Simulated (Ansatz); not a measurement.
# Work and stress of cleavage in Si

Theory: DFT r2SCAN, scalar-relativistic, plane waves, PAW (Ansatz 0.2.0). Cutoff 500 eV, Γ-centred 25×25×5 k-points, Gaussian smearing of 0.15 eV. No spin polarisation. Energies are free energies at this smearing, counted from the undisturbed cell; pressure is positive in compression.

The starting cell (relaxed at this level; with this scan's settings it stands at -0.1 GPa; this form isn't the usual structure):

```yaml
crystal:
  lattice:
    - [-2.63919, 0.00000, 0.00000]
    - [-1.31960, -2.28561, 0.00000]
    - [0.00000, 0.00000, 13.65947]
  atoms:
    - { symbol: Si, position: [0.33333, 0.33333, 0.91668] }
    - { symbol: Si, position: [0.33333, 0.33333, 0.25002] }
    - { symbol: Si, position: [0.33333, 0.33333, 0.58335] }
    - { symbol: Si, position: [0.66667, 0.66667, 0.08335] }
    - { symbol: Si, position: [0.66667, 0.66667, 0.41668] }
    - { symbol: Si, position: [0.66667, 0.66667, 0.75002] }
```

The cut lies on the cell's a–b face, a (0 0 1) plane (indices in the standard cell, whose axes needn't be the Cartesian ones shown) of area 6.03 Å², between layers 2.28 Å apart. Vector c is lengthened by d along the normal with the atoms' Cartesian places fixed: one unrelaxed cut a cell. The traction is positive where the two halves pull on each other.

```csv
d (Å),energy (J/m²),traction (GPa)
-0.30,0.34,-30.65
-0.15,0.06,-9.49
0.00,0.00,0.55
0.25,0.10,6.38
0.50,0.28,7.69
0.75,0.47,7.26
1.00,0.64,5.84
1.50,0.87,3.60
2.00,1.01,2.33
3.00,1.15,0.71
4.50,1.20,0.07
6.00,1.20,0.00
```

Q: What are the work of separation and the cleavage stress, and do they fit the universal binding curve?

A: The energy levels off near W ≈ 1.20 J/m² (the traction is down to 0.00 GPa), the energy of the two unrelaxed faces, 0.60 J/m² each on average. The largest sampled traction is 7.69 GPa at d = 0.50 Å, and a parabola through it and its two neighbours peaks at σ_max ≈ 7.74 GPa, d ≈ 0.56 Å. The curve E = W[1 − (1 + d/ℓ)exp(−d/ℓ)] peaks in traction at d = ℓ with σ_max = W/(eℓ); with 1 J/m² per Å = 10 GPa this W and σ_max give ℓ = 0.57 Å. A parabola through that curve at the same three d peaks at 0.59 Å, against 0.56 Å here, a fair fit. Real crystals break at far lower stress, because cracks concentrate it, and on the plane of lowest W, which needn't be this one.

The cut is rigid; relaxing the faces lowers these energies and usually the stresses.

In a metal these slopes depend on the k mesh and the smearing.

Cost: 12 runs of about 8.5 core-minutes in all, on Intel Xeon 6975P-C (Granite Rapids) (shared hosts).